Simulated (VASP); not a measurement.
Method: PBE GGA, VASP's PBE PAW potentials (set 64) (plane waves; VASP).

A VASP calculation is set up with these files.

File POSCAR:
```
BeO
1
    2.6619490000     0.0000000000     0.0000000000
   -1.3309740000     2.3053150000     0.0000000000
    0.0000000000     0.0000000000     4.3235080000
Be O
2 2
Direct
  0.3333330000   0.6666670000   0.0001600000
  0.6666670000   0.3333330000   0.5001600000
  0.3333330000   0.6666670000   0.3773400000
  0.6666670000   0.3333330000   0.8773400000
```

### INCAR
```
ALGO  =  Normal
EDIFF  =  1E-6
ENCUT  =  400
GGA  =  PE
ISIF  =  2
ISMEAR  =  0
LASPH  =  .TRUE.
LCHARG  =  .FALSE.
LREAL  =  .FALSE.
LWAVE  =  .FALSE.
NELM  =  100
PREC  =  Accurate
SIGMA  =  0.01
SYSTEM  =  BeO
```

File KPOINTS:
```
Automatic mesh
0
G
7 7 4
```

POTCAR, in this order: Be O (PBE.64 set). Program: vasp_std.

What VASP printed:

File OUTCAR:
```
 ion  position               nearest neighbor table
   1  0.333  0.667  0.000-   4 1.63   4 1.63   4 1.63   3 1.63
   2  0.667  0.333  0.500-   3 1.63   3 1.63   3 1.63   4 1.63
   3  0.333  0.667  0.377-   2 1.63   2 1.63   2 1.63   1 1.63
   4  0.667  0.333  0.877-   1 1.63   1 1.63   1 1.63   2 1.63
  LATTYP: Found a hexagonal cell.
 ALAT       =     2.6619490000
 C/A-ratio  =     1.6241888932
 Subroutine PRICEL returns:
 Original cell was already a primitive cell.
 Subroutine GETGRP returns: Found 12 space group operations
The static configuration has the point symmetry C_3v.
 The point group associated with its full space group is C_6v.
The dynamic configuration has the point symmetry C_3v.
 Subroutine INISYM returns: Found 12 space group operations
 Subroutine IBZKPT returns following result:
 Found     24 irreducible k-points:

 Following reciprocal coordinates:
            Coordinates               Weight
  0.000000  0.000000  0.000000      1.000000
  0.142857 -0.000000  0.000000      6.000000
  0.285714 -0.000000  0.000000      6.000000
  0.428571  0.000000  0.000000      6.000000
  0.142857  0.142857  0.000000      6.000000
...
```

**OSZICAR**
```
       N       E                     dE             d eps       ncg     rms          rms(c)
DAV:   1     0.480823938776E+02    0.48082E+02   -0.76410E+03   584   0.104E+03
DAV:   2    -0.283092278326E+02   -0.76392E+02   -0.70266E+02   736   0.251E+02
DAV:   3    -0.306344074184E+02   -0.23252E+01   -0.23157E+01   760   0.471E+01
DAV:   4    -0.306512650758E+02   -0.16858E-01   -0.16849E-01   704   0.452E+00
DAV:   5    -0.306514702812E+02   -0.20521E-03   -0.20516E-03   744   0.423E-01    0.908E+00
DAV:   6    -0.284727640621E+02    0.21787E+01   -0.69108E+00   660   0.238E+01    0.297E+00
DAV:   7    -0.284452326352E+02    0.27531E-01   -0.17052E-01   676   0.407E+00    0.189E+00
DAV:   8    -0.284506819927E+02   -0.54494E-02   -0.41406E-02   608   0.293E+00    0.259E-01
DAV:   9    -0.284496102448E+02    0.10717E-02   -0.29355E-03   740   0.537E-01    0.668E-02
DAV:  10    -0.284499084169E+02   -0.29817E-03   -0.70531E-04   652   0.233E-01    0.466E-02
DAV:  11    -0.284498781875E+02    0.30229E-04   -0.13840E-04   720   0.110E-01    0.386E-03
DAV:  12    -0.284498774439E+02    0.74369E-06   -0.33243E-06   680   0.192E-02
   1 F= -.28449877E+02 E0= -.28449877E+02  d E =-.282283E-44
```

### OUTCAR
```
------------------------ aborting loop because EDIFF is reached ----------------------------------------
  FORCE on cell =-STRESS in cart. coord.  units (eV):
  Direction    XX          YY          ZZ          XY          YZ          ZX
  --------------------------------------------------------------------------------------
  Total        1.0754165      1.0754161      1.1184815      0.0000002      0.0000000      0.0000000
  in kB       64.9413045     64.9412787     67.5418773      0.0000141      0.0000000      0.0000000
  external PRESSURE =      65.8081535 kB  Pullay stress =       0.0000000 kB
  volume of cell :       26.53
      direct lattice vectors                 reciprocal lattice vectors
     2.661949000  0.000000000  0.000000000     0.375664598  0.216890018  0.000000000
    -1.330974000  2.305315000  0.000000000     0.000000000  0.433780199  0.000000000
     0.000000000  0.000000000  4.323508000     0.000000000  0.000000000  0.231293662
 POSITION                                       TOTAL-FORCE (eV/Angst)
 -----------------------------------------------------------------------------------
     -0.00000      1.53688      0.00069        -0.000000     -0.000000     -0.021888
      1.33098      0.76844      2.16245         0.000000     -0.000000     -0.021888
     -0.00000      1.53688      1.63143         0.000000      0.000000      0.021888
      1.33098      0.76844      3.79319        -0.000000     -0.000000      0.021888
 -----------------------------------------------------------------------------------
    total drift:                               -0.001355      0.000783     -0.000444
  FREE ENERGIE OF THE ION-ELECTRON SYSTEM (eV)
  ---------------------------------------------------
  free  energy   TOTEN  =       -28.4498774439 eV

  energy  without entropy=      -28.4498774439  energy(sigma->0) =      -28.44987744
```
(Selected blocks of OUTCAR.)

At this cut-off the stress carries a Pulay error, which pulls relaxed volumes low.

The structure comes from a computed database's BeO entry; how it stands against other phases isn't given here. The cell was not relaxed at this level.
